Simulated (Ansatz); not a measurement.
# SnO2: the band gap up the ladder of functionals

An exercise on one series of results from a longer session: the logs are not shown, and one member is left open.

Program: Ansatz 0.2.0. PAW datasets, plane waves. No spin polarisation and no zero-point or thermal motion; the cell was built from a prototype and may be hypothetical.

## The system as given

The cell was relaxed beforehand with r2SCAN.

The symmetry is I4_1/amd (No. 141, tetragonal); conventional cell a = 3.999 Å, c = 10.203 Å, 13.60 Å³ an atom. Around Sn lie 6 O at 2.05–2.08 Å; around O lie 3 Sn at 2.05–2.08 Å.

Structure file:

```
CELL_PARAMETERS angstrom
-1.99963 1.99963 5.10126
1.99963 -1.99963 5.10126
1.99963 1.99963 -5.10126
ATOMIC_POSITIONS crystal
Sn 0.00000 0.00000 0.00000
Sn 0.75000 0.25000 0.50000
O 0.95366 0.45366 0.50000
O 0.20366 0.20366 0.00000
O 0.54634 0.04634 0.50000
O 0.79634 0.79634 0.00000
```

Set-up of the first run:

input.yaml reads:

```yaml
crystal:
  lattice:
    - [-1.9996347691, 1.9996347691, 5.1012648508]
    - [1.9996347691, -1.9996347691, 5.1012648508]
    - [1.9996347691, 1.9996347691, -5.1012648508]
  atoms:
    - { symbol: Sn, position: [0.0, 0.0, 0.0] }
    - { symbol: Sn, position: [0.75, 0.25, 0.5] }
    - { symbol: O, position: [0.9536598669, 0.4536598669, 0.5] }
    - { symbol: O, position: [0.2036598669, 0.2036598669, 0.0] }
    - { symbol: O, position: [0.5463401331, 0.0463401331, 0.5] }
    - { symbol: O, position: [0.7963401331, 0.7963401331, 0.0] }
kpoints:
  mp_grid: { grid: [10, 10, 10] }
  band_path:
    path:
      - [[0.0, 0.0, 0.0], [8.344303377872e-18, 1.94163417605e-17, 0.5], [0.25, 0.25, 0.25], [1.487831448043e-17, 0.5, 2.046118198027e-17], [0.0, 0.0, 0.0], [0.5, 0.5, -0.5], [0.2884136542889, 0.7115863457111, -0.2884136542889]]
      - [[-0.2884136542889, 0.2884136542889, 0.2884136542889], [0.0, 0.0, 0.0]]
      - [[8.344303377872e-18, 1.94163417605e-17, 0.5], [-0.07682730857781, 0.07682730857781, 0.5]]
      - [[0.5, 0.5, -0.07682730857781], [0.5, 0.5, -0.5]]
    npoints: 10
hamiltonian:
  xc: pbe
scf:
  occupations: { method: fermi_dirac, width: 0.02 }
  n_extra_bands: 5
output:
  forces: true
  stress: true
  eigenvalues: true
  write_density: true
  write_potential: true
  elf: true
  volumetric_format: npy
```

Run with:

```bash
ansatz run input.yaml --threads 2 --pin off --max-ram 20275MiB --backend cpu --events-out ev --progress --plain --runs-dir out
```

Steps of the session up to this table: PBE bands along the symmetry lines; Single point with r2SCAN; Single point with HSE06; PBE+SOC; PBE0.

One of the session's tables, all rows but one given; the rest of the session is left out.

```
  level  gap (eV)
    PBE      1.71
 r2SCAN         ?
  HSE06      3.39
PBE+SOC      1.71
   PBE0      4.11
```

Estimate the missing values for r2SCAN.

The run gave: gap (eV): 2.33. In the column «gap (eV)» it lies between PBE+SOC (1.71) and HSE06 (3.39).

Meshes: PBE 10×10×10, r2SCAN 10×10×10, HSE06 6×6×6, PBE+SOC 10×10×10, PBE0 6×6×6

The gap runs from 1.71 eV (PBE) to 4.11 eV (PBE0). PBE reaches 50 % of the HSE06 value, and r2SCAN 69 %. PBE0 lies 0.71 eV above HSE06, which differs from it by screening the long-range exchange.

Caveats from the session: Warnings in the runs' records: stress exchange threshold loose, stress scf threshold loose.
